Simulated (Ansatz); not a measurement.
Runs of Ansatz 0.2.0 on Cu. Symmetry: Fm-3m, No. 225, cubic system. The conventional cell has a = 3.615 Å, b = 3.615 Å, c = 3.615 Å, α = 90.00°, β = 90.00°, γ = 90.00°. Cu (site symmetry m-3m) is surrounded by 12 Cu at 2.56 Å. 

```tsv
task	level	potentials or basis	cell	k mesh	cutoff (eV)	points for each segment of the path	gap on the mesh (eV)	pressure (GPa)	V0 of scaled cells (Å³/atom)	relaxed volume (Å³/atom)	B0 (GPa)
relaxation of cell and atoms	exchange-only PBE	Ansatz PAW	relaxed	13 × 13 × 13	420	-	-	0.0	-	14.20	-
equation of state	PBE	Ansatz PAW	as given	13 × 13 × 13	420	-	-	-	11.95	-	142
equation of state	RPBE	Ansatz PAW	as given	13 × 13 × 13	420	-	-	-	12.38	-	125
equation of state	PBE	Ansatz PAW polarizable	as given	13 × 13 × 13	420	-	-	-	11.95	-	142
band structure	LDA	JTH PAW LDA	as given	13 × 13 × 13	1350	14	none	(b)	-	-	-
relaxation of cell and atoms	rPW86-PBE+rVV10	Ansatz PAW	relaxed	13 × 13 × 13	420	-	-	0.0	-	12.12	-
equation of state	PBE	SPMS NC	as given	13 × 13 × 13	952	-	-	-	11.95	-	146
equation of state	PBEsol	Ansatz PAW	as given	13 × 13 × 13	420	-	-	-	11.31	-	169
single point	PBE	Ansatz PAW	as given	22 × 22 × 22	420	-	none	1.8	-	-	-
equation of state	r2SCAN+rVV10	Ansatz PAW	as given	13 × 13 × 13	500	-	-	-	(a)	-	172
single point	PBE	Ansatz PAW	as given	13 × 13 × 13	350	-	none	1.9	-	-	-
```

Alike in all rows: no spin polarisation; smearing fermi-dirac 0.05 eV.

Task: Fill in the values left out.

Result: (a) 11.28; (b) -12.4.

Caveats: the plane-wave basis is chosen anew once the cell has moved, so the energies of steps on either side of that aren't comparable (some runs); the PAW data sets come from PBE, with cores solved anew for the run's functional, which leaves a small shift of forces and pressure (some runs); the volume moved by over 15 % at a fixed basis, so the end points are rough (some runs); the volume moved by +20 % from the deposited cell, more than functionals usually miss (some runs); the potentials were made for another functional, which shifts forces and pressure (some runs); the PAW data sets were made with another functional, which shifts forces and pressure a little (some runs); the cutoff lies under the one recommended for these potentials (some runs).

A gap of «none» marks a metal or a gap under the smearing width.
